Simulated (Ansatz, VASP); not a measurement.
TePt (series): VASP beside Ansatz

File INCAR:

```
SYSTEM = TePt
PREC = Accurate
ENCUT = 520
EDIFF = 1E-6
ISMEAR = 0
SIGMA = 0.1
LREAL = .FALSE.
LASPH = .TRUE.
NELM = 100
ALGO = Fast
ISIF = 2
LWAVE = .FALSE.
LCHARG = .FALSE.
GGA = PS
IVDW = 12
NBANDS = 24
```

KPOINTS

```
Automatic mesh
0
G
  9 9 9
  0 0 0
```

File POSCAR:

```
TePt
1.0
    1.9815661262      1.1440577364      6.6610334788
   -1.9815661262      1.1440577364      6.6610334788
    0.0000000000     -2.2881154728      6.6610334788
Te Pt
2 2
Direct
    0.5980000000      0.5980000000      0.5980000000
    0.4020000000      0.4020000000      0.4020000000
    0.8703333333      0.8703333333      0.8703333333
    0.1296666667      0.1296666667      0.1296666667
```

Input for Ansatz:

```yaml
crystal:
  lattice:
    - [1.9815661262, 1.1440577364, 6.6610334788]
    - [-1.9815661262, 1.1440577364, 6.6610334788]
    - [0.0, -2.2881154728, 6.6610334788]
  atoms:
    - { symbol: Te, position: [0.598, 0.598, 0.598] }
    - { symbol: Te, position: [0.402, 0.402, 0.402] }
    - { symbol: Pt, position: [0.8703333333, 0.8703333333, 0.8703333333] }
    - { symbol: Pt, position: [0.1296666667, 0.1296666667, 0.1296666667] }
basis:
  ecutwfc: 520
kpoints:
  mp_grid: { grid: [9, 9, 9] }
hamiltonian:
  xc: pbesol
  dispersion: d3bj
scf:
  occupations: { method: gaussian, width: 0.1 }
output:
  forces: true
  stress: true
  eigenvalues: true
```

Alike in both runs: task single point; functional PBEsol; dispersion D3(BJ); k mesh 9 × 9 × 9; occupations gaussian, width 0.1 eV; no spin polarisation.

```csv
,VASP,Ansatz
version,VASP 6.6.1,Ansatz 0.2.0
potentials or method,"VASP PAW PBE potentials, release 64 (Te, Pt)","scalar-relativistic, plane waves, PAW"
plane-wave cutoff (eV),520,520
valence electrons in the cell,32,68
```

|  | VASP | Ansatz | Ansatz less VASP |
| --- | --- | --- | --- |
| gap on the k mesh at the Fermi level (eV) | none | none | - |
| pressure (GPa) | -4.5 | -4.3 | +0.14 |
| largest component of the traceless stress (GPa) | 0.04 | 0.07 | +0.026 |
| rms of the force components (eV/Å) | 0.066 | 0.066 | +0.0004 |

Atom by atom the forces differ by 0.003 eV/Å (rms over components). A gap of «none» marks a metal or a gap that the smearing closes. The two sets of potentials don't hold the same shells in valence.

Caveats: the PAW data sets were made with another functional, which shifts forces and pressure a little (VASP); pairwise dispersion overbinds metals, which lowers pressure and volume. The runs have no spin-orbit coupling, so splittings on Pt, Te are missing.
